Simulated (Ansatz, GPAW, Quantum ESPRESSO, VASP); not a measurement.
MnS: programs and potentials compared

```
Mn S
1.0
     0.00000    2.60450    2.60450
     2.60450    0.00000    2.60450
     2.60450    2.60450    0.00000
Mn S
1 1
Direct
  0.00369 0.00203 0.98863
  0.50638 0.51126 0.48776
```

Atoms were shifted at random by some hundredths of an Å from the given cell, which wasn't relaxed again for these runs.

Alike in all runs: task single point; functional PBEsol; k mesh 9 × 9 × 9; occupations fermi-dirac, width 0.05 eV; collinear spin, ferromagnetic start; no spin-orbit coupling. Pressure is positive in compression and, in plane waves, holds the error of the finite cutoff, which Ansatz's Pulay term estimates and takes out.

| program and potentials | plane-wave cutoff (eV) | notes | pressure (GPa) | net moment per atom (μB) | largest force (eV/Å) | energy over the undisturbed cell (meV/atom) |
| --- | --- | --- | --- | --- | --- | --- |
| Ansatz, Ansatz PAW | 420 | potentials made for PBE, which Ansatz adapts in part; 10.5 valence electrons an atom on average | ? | ? | ? | ? |
| GPAW, PAW data sets generated for this functional | 600 | 10.5 valence electrons an atom on average | -7.15 | 2.33 | 0.093 | - |
| VASP, PBE PAW files Mn_pv, S, 520 eV | 520 | potentials made for PBE; 9.5 valence electrons an atom on average | -7.12 | 2.34 | 0.088 | - |
| Quantum ESPRESSO, GBRV 1.5 PBEsol | 612 | 10.5 valence electrons an atom on average | -7.18 | 2.35 | 0.088 | 0.84 |
| Ansatz, all-electron LAPW, scalar-relativistic | - | - | -7.21 | 2.34 | 0.087 | - |

**Question.** Estimate from the other rows what the run with Ansatz, Ansatz PAW gave.

**Answer.** Pressure -7.24 GPa; net moment per atom 2.34 μB; largest force 0.087 eV/Å; energy over the undisturbed cell 0.83 meV/atom. Its pressure holds a Pulay term of +0.03 GPa. The other rows, which needn't bracket it: pressure -7.21 to -7.12; net moment per atom 2.33 to 2.35; largest force 0.087 to 0.093; energy over the undisturbed cell 0.84.
